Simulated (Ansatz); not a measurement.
**CdSe: all-electron results**

```
CELL_PARAMETERS angstrom
0.00000 3.07027 3.07027
3.07027 0.00000 3.07027
3.07027 3.07027 0.00000
ATOMIC_POSITIONS crystal
Cd 0.00000 0.00000 0.00000
Se 0.25000 0.25000 0.25000
```

Atoms are numbered in the order listed.

Structure from Materials Project entry mp-2691 (possibly hypothetical), not relaxed further.

Methods: DFT, LDA, all-electron LAPW, scalar-relativistic (Ansatz 0.2.0); DFT, LDA, PAW with Ansatz's default frozen-core files, scalar-relativistic (Ansatz 0.2.0).

For LAPW: a Γ-centred 8×8×8 k mesh, Fermi–Dirac smearing of 0.03 eV, basis error target 1 meV/atom, no spin polarisation. PAW takes a cutoff of 420 eV at this cell (files made with PBE, cores remade for this functional). The Ansatz runs share mesh, smearing and spin set-up. Values come from LAPW unless marked.

```
Pressure at this cell                                                                                                  : -32.5 kbar
Band gap                                                                                                               : 0.27 eV, direct at Γ (so small a gap may close at points that the mesh and path miss)
Löwdin charges (with 0.19 e of the cell spilling out of the atomic basis, so their sizes and signs hang on that basis) : Cd1 1.20, Se2 -1.00 e
Bader charges (from the PAW run)                                                                                       : Cd1 +0.64, Se2 -0.64 e
Volume per atom                                                                                                        : 28.94 Å³
```
